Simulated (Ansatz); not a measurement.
# Ruthenium, diamond under revPBE: structure, energy and stiffness, part 2 of 2

What does revPBE give for ruthenium in the diamond structure? We relax it, solve it on a dense k-mesh, then scale the cell to 7 volumes from 88 to 112 % of the relaxed one and try a fit of the equation of state. Spin polarisation is left out. The k-meshes are 10×10×10 for the relaxation; 16×16×16 for the dense run; 11×11×11 for the volumes.

Ansatz 0.2.0; DFT, revPBE, plane waves (420 eV) with PAW, scalar-relativistic. The steps go on from the part before.

### 5 Volume × 0.92

This is Ru in the diamond structure; at room conditions it is hcp.

input.yaml reads:

```yaml
crystal:
  lattice:
    - [0.0, 2.664074531, 2.664074531]
    - [2.664074531, 0.0, 2.664074531]
    - [2.664074531, 2.664074531, 0.0]
  atoms:
    - { symbol: Ru, position: [0.125, 0.125, 0.125] }
    - { symbol: Ru, position: [0.875, 0.875, 0.875] }
hamiltonian:
  xc: revpbe
  pseudopotentials:
    kind: paw
    azcp:
      Ru: "pseudopotentials/Ru.paw.azcp"
basis:
  ecutwfc: 420
  fft_grid_basis: typed
kpoints:
  mp_grid: { grid: [11, 11, 11], shift: [0, 0, 0] }
magnetization:
  spin_polarized: false
scf:
  occupations: { method: fermi_dirac, width: 0.1 }
  lower_state_search: "off"
output:
  stress: true
  write_density: true
  write_potential: true
  elf: true
  volumetric_format: npy
```

The program printed, cut to the lines that bear on the results:

```text
Warning: RAYON_NUM_THREADS=2 ignored (pool sized by the plan → 2); use --threads N
[...]
Pseudopotentials: kind: paw
Pseudopotential: Ru, paw, valence charge 16, recommended cutoff 420 eV (normal), <dir>
Functional definition: revPBE
[...]
Crystal: 2 atoms, lattice volume = 37.815 Å³
Basis set: ecut = 420 eV, 725 PW (Γ)
Bands: 20, of which v1, the nominal top of the filled ones, is band 16 counted from 1 (15 counted from 0)
Symmetry: 48 space group operations
Space group: Fd-3m (ITA 227), of the structure as read, at distance tolerance 3.4e-5 Å
k-points: 56 of 1331
[...]
SCF iter   1: F=—  HF=-11765.381797 eV  |F-HF|=—  |Δ(HF+E_count)|=         —  Δρ=1.04e-2  dr2=3.77e-2  ethr=1.77e-3  ⟨swp⟩=5.2  Hψ=4932  notcnv=0
[...]
SCF iter   6: F=-11765.373263 eV  HF=-11765.373263 eV  |F-HF|=8.84e-8  |Δ(HF+E_count)|=   7.81e-7  Δρ=1.62e-5  dr2=9.49e-8  ethr=3.13e-10  ⟨swp⟩=9.2  Hψ=8389  notcnv=0
[...]
SCF converged after 6 iterations
Free energy (F): -11765.373263 eV
[...]
E sigma→0 (E₀):  -11765.344523 eV
Entropy (-TS):   -0.057480 eV (-28.740 meV/atom)
Fermi energy:    15.687376 eV
[...]
--- Stress (GPa, compression-positive) ---
       15.848823       0.000000      -0.000000
       -0.000000      15.848823       0.000000
        0.000000      -0.000000      15.848823
  P = ⅓ Tr σ = 15.8488 GPa (158.488 kbar)
--- Band table (eV; the first three rows and the last of 56) ---
  k-point 0: bands = ["-57.3671", "-56.7228", "-27.6417", "-27.6417", "-27.6417", "-26.5834", "-26.5834", "-26.5834", "9.8848", "11.5135", "11.5135", "12.2393", "12.2393", "12.2393", "15.1929", "15.1929", "15.1929", "17.7393", "17.7393", "28.4747"]
[...]
```

It took 1.9 s on 2 threads of Arm Neoverse V1, shared host; peak memory 0.31 GiB.

The maps below are laid out on this run's own conventional cell (a, b, c = 5.328, 5.328, 5.328 Å).

Density in a lattice plane of the grid's cell (edges 5.33 and 5.33 Å, at 0.125 of the third edge), which holds Ru.

Ten even steps from ' ' (0.05 e/Å³) to '@' (9.89 e/Å³):
```
                                                
                                                
                                                
                                                
                          ..------::..          
                        ::==**##**==::          
                      ..--**@@@@@@**--..        
                      ..--**@@@@@@**--..        
                        ::==**##**==::          
                          ..::--::..            
                                                
                                                
                                                
                                                
  ..------::..                                  
::==**##**==::                                  
--**@@@@@@**--..                              ..
--**@@@@@@**--..                              ..
::==**##**==::                                  
  ..::--::..                                    
```
Columns run along the first of these edges and rows up along the second, over one cell in 24 and 20 even steps from the bottom left corner. Atoms in the plane (fractional): Ru at (0.12, 0.12), Ru at (0.63, 0.63).

ELF in the same plane.

Ten even steps from '0' (0.08) to '9' (0.66):
```
334443333322122222122333
333233333322333333322333
333333322333332223333322
122222122333334443333322
111111112333468886433321
000000112333799999743321
100000123325997469853332
100000123325897469853332
000000112333799999743321
101110112333468986433321
122222122333334443333322
333333322333333233333322
332223333322333333322333
334443333322122222122333
468886433321111111112333
799999743321000000112333
997469853332100000123325
897469853332100000123325
799999743321000000112333
468986433321101110112333
```
Columns run along the first of these edges and rows up along the second, over one cell in 24 and 20 even steps from the bottom left corner. Atoms in the plane (fractional): Ru at (0.12, 0.12), Ru at (0.63, 0.63).

Both are smooth fields of the valence electrons: close to the nuclei they are not physical.

### 6 Volume × 0.96

input.yaml: that of step 5 with these lines changed.

```diff
@@ -2,5 +2,5 @@
   lattice:
-    - [0.0, 2.664074531, 2.664074531]
-    - [2.664074531, 0.0, 2.664074531]
-    - [2.664074531, 2.664074531, 0.0]
+    - [0.0, 2.7021378811, 2.7021378811]
+    - [2.7021378811, 0.0, 2.7021378811]
+    - [2.7021378811, 2.7021378811, 0.0]
   atoms:
@@ -26,5 +26 @@
   stress: true
-  write_density: true
-  write_potential: true
-  elf: true
-  volumetric_format: npy
```

The program printed, cut to the lines that bear on the results:

```text
Warning: RAYON_NUM_THREADS=2 ignored (pool sized by the plan → 2); use --threads N
[...]
Pseudopotentials: kind: paw
Pseudopotential: Ru, paw, valence charge 16, recommended cutoff 420 eV (normal), <dir>
Functional definition: revPBE
[...]
Crystal: 2 atoms, lattice volume = 39.460 Å³
Basis set: ecut = 420 eV, 749 PW (Γ)
Bands: 20, of which v1, the nominal top of the filled ones, is band 16 counted from 1 (15 counted from 0)
Symmetry: 48 space group operations
Space group: Fd-3m (ITA 227), of the structure as read, at distance tolerance 3.4e-5 Å
k-points: 56 of 1331
[...]
SCF iter   1: F=—  HF=-11765.497376 eV  |F-HF|=—  |Δ(HF+E_count)|=         —  Δρ=1.08e-2  dr2=4.29e-2  ethr=1.77e-3  ⟨swp⟩=5.2  Hψ=4811  notcnv=0
[...]
SCF iter   7: F=-11765.488994 eV  HF=-11765.488994 eV  |F-HF|=6.97e-9  |Δ(HF+E_count)|=   1.74e-7  Δρ=4.05e-6  dr2=3.78e-9  ethr=3.13e-10  ⟨swp⟩=4.0  Hψ=3632  notcnv=0
[...]
SCF converged after 7 iterations
Free energy (F): -11765.488994 eV
[...]
E sigma→0 (E₀):  -11765.458829 eV
Entropy (-TS):   -0.060329 eV (-30.165 meV/atom)
Fermi energy:    14.809001 eV
[...]
--- Stress (GPa, compression-positive) ---
        7.042977       0.000000      -0.000000
        0.000000       7.042977      -0.000000
        0.000000      -0.000000       7.042977
  P = ⅓ Tr σ = 7.0430 GPa (70.430 kbar)
```

Wall time 1.4 s (2 threads of Arm Neoverse V1, shared host); peak memory 0.31 GiB.

### 7 Volume × 1.0

input.yaml: that of step 6 with these lines changed.

```diff
@@ -2,5 +2,5 @@
   lattice:
-    - [0.0, 2.7021378811, 2.7021378811]
-    - [2.7021378811, 0.0, 2.7021378811]
-    - [2.7021378811, 2.7021378811, 0.0]
+    - [0.0, 2.7391580688, 2.7391580688]
+    - [2.7391580688, 0.0, 2.7391580688]
+    - [2.7391580688, 2.7391580688, 0.0]
   atoms:
```

The program printed, cut to the lines that bear on the results:

```text
Warning: RAYON_NUM_THREADS=2 ignored (pool sized by the plan → 2); use --threads N
[...]
Pseudopotentials: kind: paw
Pseudopotential: Ru, paw, valence charge 16, recommended cutoff 420 eV (normal), <dir>
Functional definition: revPBE
[...]
Crystal: 2 atoms, lattice volume = 41.104 Å³
Basis set: ecut = 420 eV, 821 PW (Γ)
Bands: 20, of which v1, the nominal top of the filled ones, is band 16 counted from 1 (15 counted from 0)
Symmetry: 48 space group operations
Space group: Fd-3m (ITA 227), of the structure as read, at distance tolerance 3.5e-5 Å
k-points: 56 of 1331
[...]
SCF iter   1: F=—  HF=-11765.532165 eV  |F-HF|=—  |Δ(HF+E_count)|=         —  Δρ=1.08e-2  dr2=4.49e-2  ethr=1.77e-3  ⟨swp⟩=5.2  Hψ=4742  notcnv=0
[...]
SCF iter   7: F=-11765.524007 eV  HF=-11765.524007 eV  |F-HF|=1.07e-8  |Δ(HF+E_count)|=   2.97e-7  Δρ=4.48e-6  dr2=4.59e-9  ethr=3.13e-10  ⟨swp⟩=4.0  Hψ=3645  notcnv=0
[...]
SCF converged after 7 iterations
Free energy (F): -11765.524007 eV
[...]
E sigma→0 (E₀):  -11765.492404 eV
Entropy (-TS):   -0.063205 eV (-31.603 meV/atom)
Fermi energy:    14.001616 eV
[...]
--- Stress (GPa, compression-positive) ---
        0.045398      -0.000000       0.000000
       -0.000000       0.045398       0.000000
        0.000000      -0.000000       0.045398
  P = ⅓ Tr σ = 0.0454 GPa (0.454 kbar)
```

Run time: 1.3 s. Hardware: 2 threads of Arm Neoverse V1, shared host; peak memory 0.31 GiB.

### 8 Volume × 1.04

input.yaml: that of step 7 with these lines changed.

```diff
@@ -2,5 +2,5 @@
   lattice:
-    - [0.0, 2.7391580688, 2.7391580688]
-    - [2.7391580688, 0.0, 2.7391580688]
-    - [2.7391580688, 2.7391580688, 0.0]
+    - [0.0, 2.775203756, 2.775203756]
+    - [2.775203756, 0.0, 2.775203756]
+    - [2.775203756, 2.775203756, 0.0]
   atoms:
```

The program printed, cut to the lines that bear on the results:

```text
Warning: RAYON_NUM_THREADS=2 ignored (pool sized by the plan → 2); use --threads N
[...]
Pseudopotentials: kind: paw
Pseudopotential: Ru, paw, valence charge 16, recommended cutoff 420 eV (normal), <dir>
Functional definition: revPBE
[...]
Crystal: 2 atoms, lattice volume = 42.748 Å³
Basis set: ecut = 420 eV, 869 PW (Γ)
Bands: 20, of which v1, the nominal top of the filled ones, is band 16 counted from 1 (15 counted from 0)
Symmetry: 48 space group operations
Space group: Fd-3m (ITA 227), of the structure as read, at distance tolerance 3.5e-5 Å
k-points: 56 of 1331
[...]
SCF iter   1: F=—  HF=-11765.502486 eV  |F-HF|=—  |Δ(HF+E_count)|=         —  Δρ=1.05e-2  dr2=4.44e-2  ethr=1.77e-3  ⟨swp⟩=5.1  Hψ=4723  notcnv=0
[...]
SCF iter   7: F=-11765.494880 eV  HF=-11765.494880 eV  |F-HF|=1.36e-8  |Δ(HF+E_count)|=   3.78e-7  Δρ=4.82e-6  dr2=5.79e-9  ethr=3.13e-10  ⟨swp⟩=4.1  Hψ=3649  notcnv=0
[...]
SCF converged after 7 iterations
Free energy (F): -11765.494880 eV
[...]
E sigma→0 (E₀):  -11765.461824 eV
Entropy (-TS):   -0.066112 eV (-33.056 meV/atom)
Fermi energy:    13.257492 eV
[...]
--- Stress (GPa, compression-positive) ---
       -5.504773       0.000000       0.000000
        0.000000      -5.504773       0.000000
       -0.000000       0.000000      -5.504773
  P = ⅓ Tr σ = -5.5048 GPa (-55.048 kbar)
```

Run time: 1.6 s. Hardware: 2 threads of Arm Neoverse V1, shared host; peak memory 0.31 GiB.

### 9 Volume × 1.08

input.yaml: that of step 8 with these lines changed.

```diff
@@ -2,5 +2,5 @@
   lattice:
-    - [0.0, 2.775203756, 2.775203756]
-    - [2.775203756, 0.0, 2.775203756]
-    - [2.775203756, 2.775203756, 0.0]
+    - [0.0, 2.8103366471, 2.8103366471]
+    - [2.8103366471, 0.0, 2.8103366471]
+    - [2.8103366471, 2.8103366471, 0.0]
   atoms:
```

The program printed, cut to the lines that bear on the results:

```text
Warning: RAYON_NUM_THREADS=2 ignored (pool sized by the plan → 2); use --threads N
[...]
Pseudopotentials: kind: paw
Pseudopotential: Ru, paw, valence charge 16, recommended cutoff 420 eV (normal), <dir>
Functional definition: revPBE
[...]
Crystal: 2 atoms, lattice volume = 44.392 Å³
Basis set: ecut = 420 eV, 893 PW (Γ)
Bands: 20, of which v1, the nominal top of the filled ones, is band 16 counted from 1 (15 counted from 0)
Symmetry: 48 space group operations
Space group: Fd-3m (ITA 227), of the structure as read, at distance tolerance 3.5e-5 Å
k-points: 56 of 1331
[...]
SCF iter   1: F=—  HF=-11765.421587 eV  |F-HF|=—  |Δ(HF+E_count)|=         —  Δρ=1.01e-2  dr2=4.29e-2  ethr=1.77e-3  ⟨swp⟩=5.1  Hψ=4608  notcnv=0
[...]
SCF iter   7: F=-11765.414972 eV  HF=-11765.414972 eV  |F-HF|=1.27e-8  |Δ(HF+E_count)|=   2.47e-7  Δρ=4.95e-6  dr2=1.12e-8  ethr=3.13e-10  ⟨swp⟩=4.0  Hψ=4029  notcnv=0
[...]
SCF converged after 7 iterations
Free energy (F): -11765.414972 eV
[...]
E sigma→0 (E₀):  -11765.380447 eV
Entropy (-TS):   -0.069051 eV (-34.526 meV/atom)
Fermi energy:    12.569774 eV
[...]
--- Stress (GPa, compression-positive) ---
       -9.895904      -0.000000       0.000000
       -0.000000      -9.895904       0.000000
        0.000000       0.000000      -9.895904
  P = ⅓ Tr σ = -9.8959 GPa (-98.959 kbar)
```

Wall time 1.4 s (2 threads of Arm Neoverse V1, shared host); peak memory 0.32 GiB.

### 10 Volume × 1.12

input.yaml: that of step 9 with these lines changed.

```diff
@@ -2,5 +2,5 @@
   lattice:
-    - [0.0, 2.8103366471, 2.8103366471]
-    - [2.8103366471, 0.0, 2.8103366471]
-    - [2.8103366471, 2.8103366471, 0.0]
+    - [0.0, 2.8446124233, 2.8446124233]
+    - [2.8446124233, 0.0, 2.8446124233]
+    - [2.8446124233, 2.8446124233, 0.0]
   atoms:
```

The program printed, cut to the lines that bear on the results:

```text
Warning: RAYON_NUM_THREADS=2 ignored (pool sized by the plan → 2); use --threads N
[...]
Pseudopotentials: kind: paw
Pseudopotential: Ru, paw, valence charge 16, recommended cutoff 420 eV (normal), <dir>
Functional definition: revPBE
[...]
Crystal: 2 atoms, lattice volume = 46.036 Å³
Basis set: ecut = 420 eV, 893 PW (Γ)
Bands: 20, of which v1, the nominal top of the filled ones, is band 16 counted from 1 (15 counted from 0)
Symmetry: 48 space group operations
Space group: Fd-3m (ITA 227), of the structure as read, at distance tolerance 3.6e-5 Å
k-points: 56 of 1331
[...]
SCF iter   1: F=—  HF=-11765.300795 eV  |F-HF|=—  |Δ(HF+E_count)|=         —  Δρ=9.73e-3  dr2=4.09e-2  ethr=1.77e-3  ⟨swp⟩=4.9  Hψ=4540  notcnv=0
[...]
SCF iter   6: F=-11765.294969 eV  HF=-11765.294969 eV  |F-HF|=2.82e-10  |Δ(HF+E_count)|=   1.69e-7  Δρ=2.13e-6  dr2=2.08e-9  ethr=3.13e-10  ⟨swp⟩=4.4  Hψ=3702  notcnv=0
[...]
SCF converged after 6 iterations
Free energy (F): -11765.294969 eV
[...]
E sigma→0 (E₀):  -11765.258957 eV
Entropy (-TS):   -0.072025 eV (-36.012 meV/atom)
Fermi energy:    11.932833 eV
[...]
--- Stress (GPa, compression-positive) ---
      -13.351915      -0.000000      -0.000000
       -0.000000     -13.351915       0.000000
        0.000000       0.000000     -13.351915
  P = ⅓ Tr σ = -13.3519 GPa (-133.519 kbar)
```

Wall time 1.4 s (2 threads of Arm Neoverse V1, shared host); peak memory 0.32 GiB.

### 11 Fitting the volumes

The cell was scaled evenly, with its shape and the fractional positions fixed.

| V (Å³/atom) | E − E₀ (meV/atom) | P from the stress (GPa) | P from the fit (GPa) |
| --- | --- | --- | --- |
| 18.086 | 181.9 | 26.93 | 26.84 |
| 18.908 | 73.9 | 15.85 | 15.70 |
| 19.730 | 16.7 | 7.04 | 6.89 |
| 20.552 | 0.0 | 0.05 | -0.09 |
| 21.374 | 15.2 | -5.50 | -5.64 |
| 22.196 | 55.9 | -9.90 | -10.04 |
| 23.018 | 116.7 | -13.35 | -13.53 |

Fit (Birch-Murnaghan, third order): V₀ = 20.540 Å³/atom, B₀ = 156 GPa, B₀′ = 4.8, largest residual 0.05 meV/atom.

Fit and stress differ a little: one follows E(σ → 0), the other the smeared free energy.

### 12 What came out

The summary covers parts 1 to 2.

```
                      quantity                         value
space group (spins left aside)               Fd-3m (No. 227)
             conventional cell                   a = 5.478 Å
                        volume                20.552 Å³/atom
             shortest distance                       2.372 Å
               gap on the mesh  none (levels filled in part)
               relative to hcp                +1132 meV/atom
                   V₀, B₀, B₀′  20.540 Å³/atom, 156 GPa, 4.8
```

From the guessed start the volume grew by 12.3 % in 5 steps. Against the reference form of ruthenium (hcp, computed apart with the same settings) it stands 1132 meV/atom higher. No gap shows: it is a metal or semimetal at this level. B₀ comes out at 156 GPa. The symmetry was held, so the structure may be unstable against distortions that break it.
